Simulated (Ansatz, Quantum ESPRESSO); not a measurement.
# RbCl (Fm-3m): Raman and infrared activity

Which lines does RbCl (Fm-3m) show in Raman and infrared spectra?

Method: DFT LDA, scalar-relativistic, plane waves, PseudoDojo norm-conserving pseudopotentials, in Quantum ESPRESSO 8.0 development, patched.

Most raw output is cut from this account.

The database entry behind the starting cell differs from later determinations by our own check (about 0.5 % short), so it need not match the best structure at ambient conditions.

## (1) The structure

The structure is cubic, space group Fm-3m (No. 225). Conventional cell: a = 6.548 Å, b = 6.548 Å, c = 6.548 Å, α = 90.00°, β = 90.00°, γ = 90.00°. Nearest to Rb lie 6 Cl at 3.27 Å. Nearest to Cl lie 6 Rb at 3.27 Å. Farther neighbours and most contacts between anions are not listed.

## (2) A first look

A cheap run with smearing and empty bands tells whether the crystal has a gap, which decides between fixed occupations and smearing later on.

The input, probe.in:

```
&control
   calculation = 'scf'
   prefix = 'x'
   outdir = './tmp'
   pseudo_dir = './pseudo'
   tprnfor = .true.
   tstress = .true.
   verbosity = 'high'
/
&system
   ibrav = 0
   nat = 2
   ntyp = 2
   ecutwfc = 56.0
   occupations = 'smearing'
   smearing = 'gaussian'
   degauss = 0.01
/
&electrons
   conv_thr = 1.0d-07
   mixing_beta = 0.7
   electron_maxstep = 100
/
ATOMIC_SPECIES
 Rb     85.4678  Rb.upf
 Cl     35.4500  Cl.upf
CELL_PARAMETERS angstrom
    -3.274000000    0.000000000    3.274000000
     0.000000000    3.274000000    3.274000000
    -3.274000000    3.274000000    0.000000000
ATOMIC_POSITIONS crystal
 Rb     0.000000000   0.000000000   0.000000000
 Cl     0.500000000   0.500000000   0.500000000
K_POINTS automatic
 6 6 6 0 0 0
```

The run is started by

```sh
> OMP_NUM_THREADS=1 mpirun -n 2 pw.x -nk 2 -in probe.in > probe.out
```

It took 4.6 s on 2 MPI ranks of Intel Xeon Platinum 8559C (Emerald Rapids), shared host.

This step gave:

```
volume per atom   : 35.09 Å³
pressure          : -1.429 GPa
gap on the k-mesh : 4.595 eV
```

A gap of 4.6 eV opens on this mesh, so the crystal is taken as an insulator; the start stands at -1.4 GPa.

## (3) Relaxation

The relaxation runs at a cutoff a fifth above that of the response, since stress converges more slowly with the basis than frequencies do. Forces and stress are brought to rest with tight thresholds.

The input, relax.in:

```
&control
   calculation = 'vc-relax'
   prefix = 'x'
   outdir = './tmp'
   pseudo_dir = './pseudo'
   tprnfor = .true.
   tstress = .true.
   forc_conv_thr = 2.0d-05
   etot_conv_thr = 1.0d-07
   nstep = 40
/
&system
   ibrav = 0
   nat = 2
   ntyp = 2
   ecutwfc = 67
   occupations = 'fixed'
   nbnd = 10
/
&electrons
   conv_thr = 1.0d-11
   mixing_beta = 0.7
   electron_maxstep = 100
/
&ions
/
&cell
   press_conv_thr = 0.2
/
ATOMIC_SPECIES
 Rb     85.4678  Rb.upf
 Cl     35.4500  Cl.upf
CELL_PARAMETERS angstrom
    -3.274000000    0.000000000    3.274000000
     0.000000000    3.274000000    3.274000000
    -3.274000000    3.274000000    0.000000000
ATOMIC_POSITIONS crystal
 Rb     0.000000000   0.000000000   0.000000000
 Cl     0.500000000   0.500000000   0.500000000
K_POINTS automatic
 6 6 6 0 0 0
```

The run is started by

```sh
> OMP_NUM_THREADS=1 mpirun -n 2 pw.x -nk 2 -in relax.in > relax.out
```

The job ended after 34 s (2 MPI ranks; 68 s of CPU time).

The steps of the relaxation:

| step | energy less that of the first step (eV) | largest force (eV/Å) | pressure (GPa) | volume (Å³) |
| --- | --- | --- | --- | --- |
| 1 | 0.0000 | 0.0000 | -1.41 | 70.19 |
| 2 | -0.0042 | 0.0000 | -1.30 | 69.69 |
| 3 | -0.0100 | 0.0000 | -1.14 | 68.94 |
| 4 | -0.0169 | 0.0000 | -0.87 | 67.82 |
| 5 | -0.0236 | 0.0000 | -0.42 | 66.18 |
| 6 | -0.0254 | 0.0000 | 0.04 | 64.72 |
| 7 | -0.0254 | 0.0000 | 0.00 | 64.86 |
| 8 | -0.0254 | 0.0000 | 0.00 | 64.85 |
| 9 | -0.0254 | 0.0000 | 0.00 | 64.85 |

| conventional cell, symmetrised | before | after | change |
| --- | --- | --- | --- |
| a (Å) | 6.548 | 6.378 | -2.6 % |
| b (Å) | 6.548 | 6.378 | -2.6 % |
| c (Å) | 6.548 | 6.378 | -2.6 % |
| volume (Å³/atom) | 35.09 | 32.43 | -7.6 % |

The relaxed structure:

```
Rb Cl
1.0
    -3.18885    0.00000    3.18885
     0.00000    3.18885    3.18885
    -3.18885    3.18885    0.00000
Rb Cl
1 1
Direct
  0.00000 0.00000 0.00000
  0.50000 0.50000 0.50000
```

The last row of the table of steps is pw.x's closing run on a basis chosen anew for the final cell, so its energy can jump.

Read from the output:

```
volume per atom   : 32.43 Å³
pressure          : 0 GPa
gap on the k-mesh : 4.848 eV
```

The volume changes by -7.6 % from the cell with which this run began.

## (4) Self-consistent run for the response

Perturbation theory inherits every error of the wavefunctions, so the threshold is set near the limit of the arithmetic. With a gap, occupations are fixed, which also allows the response to an electric field.

The input, scf.in:

```
&control
   calculation = 'scf'
   prefix = 'x'
   outdir = './tmp'
   pseudo_dir = './pseudo'
   tprnfor = .true.
   tstress = .true.
/
&system
   ibrav = 0
   nat = 2
   ntyp = 2
   ecutwfc = 56.0
   occupations = 'fixed'
   nbnd = 10
/
&electrons
   conv_thr = 1.0d-12
   mixing_beta = 0.7
   electron_maxstep = 100
/
ATOMIC_SPECIES
 Rb     85.4678  Rb.upf
 Cl     35.4500  Cl.upf
CELL_PARAMETERS angstrom
    -3.188852714    0.000000000    3.188852714
     0.000000000    3.188852714    3.188852714
    -3.188852714    3.188852714    0.000000000
ATOMIC_POSITIONS crystal
 Rb     0.000000000   0.000000000   0.000000000
 Cl     0.500000000   0.500000000   0.500000000
K_POINTS automatic
 6 6 6 0 0 0
```

The run is started by

```sh
> OMP_NUM_THREADS=1 mpirun -n 2 pw.x -nk 2 -in scf.in > scf.out
```

The job ended after 5.3 s (2 MPI ranks; 10 s of CPU time).

This step gave:

```
pressure : -0.02500 GPa
```

The cell stands at -0.025 GPa, close enough for phonons.

## (5) Linear response at Γ

At q = 0 one unit cell holds all displacements; symmetry groups them into irreducible representations that are solved one by one. The response to a field gives ε∞ and the Born charges, which polar modes need. Third-order response adds the Raman tensors.

The input, ph.in:

```
phonons
&inputph
   prefix = 'x'
   outdir = './tmp'
   fildyn = 'g.dyn'
   tr2_ph = 1.0d-18
   epsil = .true.
   lraman = .true.
   elop = .true.
/
0.000000000000 0.000000000000 0.000000000000
```

The run is started by

```sh
> OMP_NUM_THREADS=1 mpirun -n 2 ph.x -nk 2 -in ph.in > ph.out
```

It took 3.9 min on 2 MPI ranks.

Numbers from this step:

```yaml
miss_of_the_charge_sum_rule: 4.00e-5 e
largest_acoustic_frequency_at_the_zone_centre_before_the_sum_rule: -0.51 cm⁻¹
highest_optical_zone_centre_mode_no_lo_to_term: 131.9 cm⁻¹
lowest_optical_zone_centre_mode: 131.9 cm⁻¹
mean_high_frequency_dielectric_constant: 2.52
largest_born_charge_in_size_third_of_the_trace: 1.158 e
```

Born charge (rows field, columns displacement), before the sum rule (e), principal values of the symmetric part by kind of site:

| atom | atoms with these values | low | middle | high | mean |
| --- | --- | --- | --- | --- | --- |
| Rb1 | 1 | 1.16 | 1.16 | 1.16 | 1.16 |
| Cl2 | 1 | -1.16 | -1.16 | -1.16 | -1.16 |

In full for Rb1:

```
1.16 0.00 0.00
0.00 1.16 0.00
0.00 0.00 1.16
```

High-frequency dielectric tensor:

```
2.52 0.00 0.00
0.00 2.52 0.00
0.00 0.00 2.52
```

The acoustic modes at Γ come out as far as 0.5 cm⁻¹ from zero, where they should vanish, a small numerical error; the Born charges miss their sum rule by 4.0e-5 e, which is good.

## (6) Zone-centre analysis

A rigid shift of the crystal must cost nothing, but grids and finite bases break this; the acoustic sum rule is imposed before the matrix is diagonalised again. With Born charges the intensities follow, and the static dielectric tensor.

The input, dynmat.in:

```
&input
   fildyn = 'g.dyn'
   asr = 'simple'
   fileig = 'dynmat.eig'
   lperm = .true.
/
```

The run is started by

```sh
> dynmat.x -in dynmat.in > dynmat.out
```

Run time: 0.6 s. Hardware: 1 thread.

Read from the output:

- mean static dielectric constant: 4.853

Unit eigenvectors of the mass-weighted matrix after the sum rule; no LO-TO term. Modes at Γ, with each element's share of the kinetic energy:

| mode | frequency (cm⁻¹) | symmetry | Rb % | Cl % |
| --- | --- | --- | --- | --- |
| 1 | 0.0 | acoustic | 71 | 29 |
| 2 | 0.0 | acoustic | 71 | 29 |
| 3 | 0.0 | acoustic | 71 | 29 |
| 4 | 131.9 | T1u | 29 | 71 |
| 5 | 131.9 | T1u | 29 | 71 |
| 6 | 131.9 | T1u | 29 | 71 |

Displacements in mode 5 (131.9 cm⁻¹), the largest set to 1:
```
Rb1  0.00  0.00 -0.41
Cl2  0.00  0.00  1.00
```

Degenerate modes summed, no LO-TO term. Lines of the infrared spectrum (strongest = 100):

| position (cm⁻¹) | lines merged | label | IR intensity, relative |
| --- | --- | --- | --- |
| 132 | 3 | T1u | 100 |

Static dielectric tensor (ions relaxed, fixed cell):

```
4.85 0.00 0.00
0.00 4.85 0.00
0.00 0.00 4.85
```

The rule moves no optical mode by more than 0.1 cm⁻¹.

## (7) Sum rules set otherwise (asr no)

Without the rule the raw error of the acoustic modes shows.

The input, dynmat.in:

```
&input
   fildyn = 'g.dyn'
   asr = 'no'
   fileig = 'dynmat.eig'
   lperm = .true.
/
```

The run is started by

```sh
> dynmat.x -in dynmat.in > dynmat.out
```

Wall time 0.59 s (1 thread).

Zone-centre frequencies as printed; negative means imaginary. Modes:

| mode | frequency (cm⁻¹) |
| --- | --- |
| 1 | -0.51 |
| 2 | -0.51 |
| 3 | -0.51 |
| 4 | 131.9 |
| 5 | 131.9 |
| 6 | 131.9 |

Against the first rule no mode moves by more than 0.6 cm⁻¹.

## (8) Sum rules set otherwise: a sum rule for molecules or wires on a crystal

This rule also removes rotations, which suits molecules and not a crystal; it is tried to see the harm.

The input, dynmat.in:

```
&input
   fildyn = 'g.dyn'
   asr = 'zero-dim'
   fileig = 'dynmat.eig'
   lperm = .true.
/
```

The run is started by

```sh
> dynmat.x -in dynmat.in > dynmat.out
```

It took 0.57 s on 1 thread.

The program raised no error, yet the settings are not those of a careful run.

The fault: a sum rule for molecules or wires on a crystal; 2 optical modes are projected out to zero frequency, as if they were rotations, and the static dielectric tensor is spoilt.

For a crystal the rule has to be 'simple' or 'crystal'.

Zone-centre frequencies as printed; negative means imaginary. Modes:

| mode | frequency (cm⁻¹) |
| --- | --- |
| 1 | 0 |
| 2 | 0 |
| 3 | 0 |
| 4 | 0 |
| 5 | 0 |
| 6 | 131.9 |

## (9) The LO-TO splitting (1 0 0)

A longitudinal polar mode sets up a macroscopic field that stiffens it; the term hangs on the direction from which q goes to zero.

The input, dynmat.in:

```
&input
   fildyn = 'g.dyn'
   asr = 'simple'
   fileig = 'dynmat.eig'
   q(1) = 1.0
   q(2) = 0.0
   q(3) = 0.0
/
```

The run is started by

```sh
> dynmat.x -in dynmat.in > dynmat.out
```

Wall time 0.57 s (1 thread).

Read from the output:

```yaml
highest_mode_moved_by_the_lo_to_term: 183.1 cm⁻¹
```

Zone-centre frequencies as printed; negative means imaginary. Modes:

| mode | frequency (cm⁻¹) |
| --- | --- |
| 1 | 0 |
| 2 | 0 |
| 3 | 0 |
| 4 | 131.9 |
| 5 | 131.9 |
| 6 | 183.1 |

The field moves one mode, from 132 to 183 cm⁻¹; the others stay.

## (10) A second program

A second program on the same cell, potentials, cutoff and meshes tests the implementation of the phonon response, not its convergence. Its field response is summed in its own way. Its k mesh is centred on Γ.

This step: DFT LDA, scalar-relativistic, plane waves, PseudoDojo norm-conserving pseudopotentials (Ansatz 0.2.0).

The input, input.yaml:

```yaml
crystal:
  lattice:
    - [-3.188852714, 0.0, 3.188852714]
    - [0.0, 3.188852714, 3.188852714]
    - [-3.188852714, 3.188852714, 0.0]
  atoms:
    - { symbol: Rb, position: [0.0, 0.0, 0.0] }
    - { symbol: Cl, position: [0.5, 0.5, 0.5] }
kpoints:
  mp_grid: { grid: [6, 6, 6] }
hamiltonian:
  xc: lda
  pseudopotentials: { kind: nc, accuracy: standard }
scf:
  occupations: { method: fixed }
output:
  eigenvalues: true
basis:
  ecutwfc: 761.919
phonons:
  method: dfpt
  dielectric: true
  rigid_motions: translations
  raman: true
```

The run is started by

```sh
> ansatz run input.yaml --threads 2 --pin off --max-ram 4096MiB --backend cpu --events-out ev --progress --plain --runs-dir out
```

It took 73 s on 2 threads; peak memory 0.77 GiB; 2.4 min of CPU time.

Read from the output:

```
sum-rule residual before enforcement    : 1.08e-4 eV/Å²
miss of the charge sum rule             : 1.16e-5 e
mean high-frequency dielectric constant : 2.520
```

Transverse modes. Lines of the infrared spectrum (strongest = 100):

| position (cm⁻¹) | label | IR intensity ((D/Å)²/amu), degenerate modes summed, relative |
| --- | --- | --- |
| 132 | T1u | 100 |

## (11) The two compared: QE PseudoDojo and Ansatz, PseudoDojo

Worked out from the results:

| Item | Value |
| --- | --- |
| root-mean-square difference | 0 cm⁻¹ |
| largest difference | 0 cm⁻¹ |

Frequencies side by side, by row:

| q (reciprocal lattice) | mode | QE PseudoDojo (cm⁻¹) | Ansatz, PseudoDojo (cm⁻¹) |
| --- | --- | --- | --- |
| 0 0 0 | 1 | 0 | 0 |
| 0 0 0 | 2 | 0 | 0 |
| 0 0 0 | 3 | 0 | 0 |
| 0 0 0 | 4 | 131.9 | 131.9 |
| 0 0 0 | 5 | 131.9 | 131.9 |
| 0 0 0 | 6 | 131.9 | 131.9 |

The two runs side by side. Further quantities:

| quantity | QE PseudoDojo | Ansatz, PseudoDojo |
| --- | --- | --- |
| mean ε∞ | 2.52 | 2.52 |
| largest Born charge in size (e; the first before, the second after the charge sum rule) | 1.158 | 1.158 |
| summed IR intensity ((D/Å)²/amu) | 3.705 | 3.704 |

At the zone centre the largest difference (acoustic modes at Γ apart) is 0.008 % of the highest mode.

## (12) Outcome

| Quantity | Value |
| --- | --- |
| space group after relaxation | Fm-3m |
| volume per atom | 32.4 Å³ |
| gap on the k-mesh | 4.85 eV |
| highest optical zone-centre mode (no LO-TO term) | 131.9 cm⁻¹ |
| highest mode moved by the LO-TO term | 183.1 cm⁻¹ |
| mean high-frequency dielectric constant | 2.52 |
| largest Born charge in size (third of the trace) | 1.16 e |
| mean static dielectric constant | 4.85 |
| imaginary optical modes at the zone centre (no q mesh in this session) | none |
| largest difference from Ansatz, PseudoDojo | 0 cm⁻¹ |

**Reading.** No mode is Raman active in this structure; the strongest infrared line lies at 132 cm⁻¹. At the LDA level the optical modes of RbCl (Fm-3m) at the zone centre (no LO-TO term) lie at 132 cm⁻¹. Along the directions run, the highest mode that the macroscopic field moves lies at 183 cm⁻¹. Lattice motion raises the mean dielectric constant from 2.52 to 4.853. The Born charge of Rb is 1.158 e against a formal charge of +1, somewhat above it. The Lyddane-Sachs-Teller relation holds: (ωLO/ωTO)² is 1.93 and ε₀/ε∞ is 1.93. QE PseudoDojo and Ansatz, PseudoDojo agree to 0.01 cm⁻¹ (0.008 % of the highest mode compared) on all solved modes but the acoustic ones at Γ, without the LO-TO term. These are harmonic frequencies at zero temperature: anharmonic shifts and linewidths and thermal expansion are left out. The build is a development version in which the Raman tensors of release 7.5 are mended; dynmat.x leaves out the electro-optic term of LO lines.

[Host names and launcher messages were left out of these logs when they were recorded.]

[Logs are printed without paths, hosts, clocks, repeated set-up lines and the standing remarks that a program may print on its own settings, such as how far it seeks lower states.]

[Hosts, paths, dates, database ids (printed as entryN), source tags and the programs' standing remarks are cut or masked in the printed files.]
